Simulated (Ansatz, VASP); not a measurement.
**One calculation of GaN, two programs**

INCAR

```
SYSTEM = GaN
PREC = Accurate
ENCUT = 600
EDIFF = 1E-6
ISMEAR = -1
SIGMA = 0.05
LREAL = .FALSE.
LASPH = .TRUE.
NELM = 80
ALGO = Normal
ISIF = 3
LWAVE = .FALSE.
LCHARG = .FALSE.
GGA = PE
IBRION = 2
NSW = 60
EDIFFG = -0.005
```

File KPOINTS:

```
regular mesh
0
G
  17 17 17
  0 0 0
```

File POSCAR:

```
GaN
1.0
    0.0000000000      2.1670925389      2.1670925389
    2.1670925389      0.0000000000      2.1670925389
    2.1670925389      2.1670925389      0.0000000000
Ga N
1 1
Direct
    0.0000000000      0.0000000000      0.0000000000
    0.2500000000      0.2500000000      0.2500000000
```

Input for Ansatz:

```yaml
crystal:
  lattice:
    - [0.0, 2.1670925389, 2.1670925389]
    - [2.1670925389, 0.0, 2.1670925389]
    - [2.1670925389, 2.1670925389, 0.0]
  atoms:
    - { symbol: Ga, position: [0.0, 0.0, 0.0] }
    - { symbol: "N", position: [0.25, 0.25, 0.25] }
kpoints:
  mp_grid: { grid: [17, 17, 17] }
scf:
  occupations: { method: fermi_dirac, width: 0.05 }
hamiltonian:
  xc: pbe
  pseudopotentials: { kind: paw }
output:
  forces: true
  stress: true
relax:
  f_tol: 0.005
  max_steps: 40
  cell: {}
```

Alike in both runs: task relaxation of cell and atoms; functional PBE; k mesh 17 × 17 × 17; occupations fermi-dirac, width 0.05 eV; no spin polarisation.

```csv
,VASP,Ansatz
version,VASP 6.6.1,Ansatz 0.2.0
potentials or method,"VASP PAW PBE potentials, release 64 (Ga_d, N)","PAW with Ansatz's default frozen-core files, scalar-relativistic"
plane-wave cutoff (eV),600,420
valence electrons in the cell,18,18
```

```csv
,VASP,Ansatz,Ansatz less VASP
relaxed volume (Å³/atom),11.77,11.76,-0.007
relaxed cell length with the largest relative difference (Å),3.217,3.216,-0.0006
energy change over the relaxation (meV/atom),-148,-149,-1.3
```

Caveats: the volume moved by over 15 % at a fixed basis, so the end points are rough (VASP). A k mesh can miss the band edges.
